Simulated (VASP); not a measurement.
Input of a VASP 6.6.1 run:

Contents of INCAR:

```
SYSTEM = Bi
PREC     = Accurate       ! precision mode
ENCUT    = 520            ! plane-wave cutoff, eV
EDIFF    = 1E-6           ! SCF threshold, eV
ISMEAR   = -1             ! smearing method
SIGMA    = 0.05           ! smearing width, eV
LREAL    = .FALSE.        ! projectors in reciprocal space
LASPH    = .TRUE.         ! aspherical terms in the spheres
NELM     = 100            ! most SCF steps
ALGO     = Normal         ! electronic algorithm
ISIF     = 2              ! what is computed and relaxed
LWAVE    = .FALSE.        ! write WAVECAR
LCHARG   = .FALSE.        ! write CHGCAR
GGA      = PE             ! functional
NBANDS   = 22             ! bands
```

File KPOINTS:

```
regular mesh
0
G
  5 5 7
  0 0 0
```

The input POSCAR:

```
Bi
1.0
    3.4885980000     -3.1325780000      0.0000000000
    3.4885980000      3.1325780000      0.0000000000
   -1.2602350000      0.0000000000      3.1135500000
Bi
2
Direct
    0.2546737871      0.2546737871      0.1603866969
    0.7453261651      0.7453261651      1.5062799698
```

Potentials or basis: VASP PAW PBE potentials, release 64 (Bi_d).

Run with:

```sh
$ cat potpaw_PBE.64/Bi_d/POTCAR > POTCAR
$ mpirun -np 1 vasp_std > vasp.out
```

Task: Predict the largest force.

Result: 0.141 eV/Å.

Task: What does it give for the band gap on the k mesh?

Result: None (metal or under the smearing width).

Task: Predict the pressure.

Result: 0.0 GPa.

Forces in eV/Å, atoms in the order of the input:
```
Bi  -0.053  0.000  0.131
Bi   0.053  0.000 -0.131
```

Caveat: spin-orbit coupling is left out, which moves the levels of the heavy elements.
